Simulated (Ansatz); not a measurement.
NaI (CsCl type), relaxed with r2SCAN in the plane-wave code Ansatz. The symmetry is Pm-3m (No. 221, cubic); conventional cell a = 4.041 Å, 32.98 Å³ an atom. Na has 8 I at 3.50 Å; I has 8 Na at 3.50 Å.

The axes x, y and z are those of this cell:
```xyz
2
Lattice="4.0405 0.0000 0.0000 0.0000 4.0405 0.0000 0.0000 0.0000 4.0405" Properties=species:S:1:pos:R:3 pbc="T T T"
Na    0.0000    0.0000    0.0000
I     2.0203    2.0203    2.0203
```

Unstrained: The PBE gap is indirect, 2.300 eV (M to Γ), below the direct gap of 2.794 eV at M. The r2SCAN gap is indirect, 3.056 eV (M to Γ), below the direct gap of 3.357 eV at M. The HSE06 gap is indirect, 3.243 eV (M to Γ), below the direct gap of 3.670 eV at M. Meshes: PBE 6×6×6, r2SCAN 6×6×6, HSE06 4×4×4. Strains are changes of length per length, and xy shears are angles. After each strain the atoms were relaxed again with r2SCAN within the symmetry that the strain leaves, so tilts or polar shifts that break it weren't tested; points keep the names that they have in the unstrained zone. The cell comes from a prototype generator: it can be a known phase or a hypothetical one. Spin polarisation is off.

Problem. One strain changed the r2SCAN stress by xx +3.07, yy +0.03, zz +0.03 GPa (compression positive) and the gap by -0.204 eV (PBE), -0.208 eV (r2SCAN), -0.208 eV (HSE06). Which kind of strain was it, and roughly how large?

Solution. Uniaxial -4.74 % along x, other directions held. The pattern of the stress gives the kind; the size needs the stiffness, so it is an estimate.

Problem. Apply xy shear, engineering strain (angle) +4.31 %. How far does the gap move, against the unstrained cell?

Solution. PBE: the gap goes from 2.300 to 2.310 eV (+0.010 eV). r2SCAN: the gap goes from 3.056 to 3.066 eV (+0.010 eV). HSE06: the gap goes from 3.243 to 3.253 eV (+0.010 eV). The r2SCAN energy rises by -0.7 meV an atom.

Problem. For epitaxial +0.4 % in the plane normal to [111], how far does the free direction move, and what happens to the gap?

Solution. The normal strain at zero normal stress is -1.21 %, 3.01 of the in-plane strain with the sign turned. PBE: the gap goes from 2.300 to 2.308 eV (+0.008 eV). r2SCAN: the gap goes from 3.056 to 3.066 eV (+0.010 eV). HSE06: the gap goes from 3.243 to 3.251 eV (+0.008 eV).

No spin-orbit coupling is included; it can move band edges with weight on the heavy atoms by tenths of an eV.

The meshes of the hybrids are coarse, so their gaps aren't converged to the digits shown.
